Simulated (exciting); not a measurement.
## Equation of state of Be under PBEsol

The structure is cubic, space group Im-3m (No. 229). Conventional cell: a = 2.506 Å, b = 2.506 Å, c = 2.506 Å, α = 90.00°, β = 90.00°, γ = 90.00°. Around Be (site symmetry m-3m) lie 8 Be at 2.17 Å.

This isn't the form of Be at room conditions, which is hcp.

The cell was scaled at fixed shape and fractions and run with exciting, all-electron LAPW+lo, shipped species files, valence relativity iora*; PBEsol, k mesh 15 × 15 × 15 on the cell of 1 atom, fermi-dirac occupations of 0.05 eV, no spin polarisation, no spin-orbit coupling. Energies are those that the program minimises, any entropy of the smearing included. For a metal such a mesh isn't converged to the digits shown.

```csv
V (Å³/atom),energy over the lowest row (meV/atom)
7.3989,6.749
7.5563,2.004
7.7137,0.000
7.8712,0.581
8.0286,3.480
8.1860,?
8.3434,15.529
```

Problem. Fit the third-order Birch-Murnaghan form, give V0, B0 and B′, and predict the energy left open.

Solution. With y = (V0/V)^(2/3), E = E0 + (9 V0 B0/16) [(y - 1)³ B′ + (y - 1)² (6 - 4y)]. Least squares through the rows shown give V0 = 7.7558 Å³/atom, E0 = -0.077 meV, B0 = 124.7 GPa (1 eV/Å³ = 160.218 GPa) and B′ = 3.26, with a largest miss of 0.013 meV. At V = 8.1860 the form with these constants gives 8.520 meV; the run gave 8.533 meV an atom.
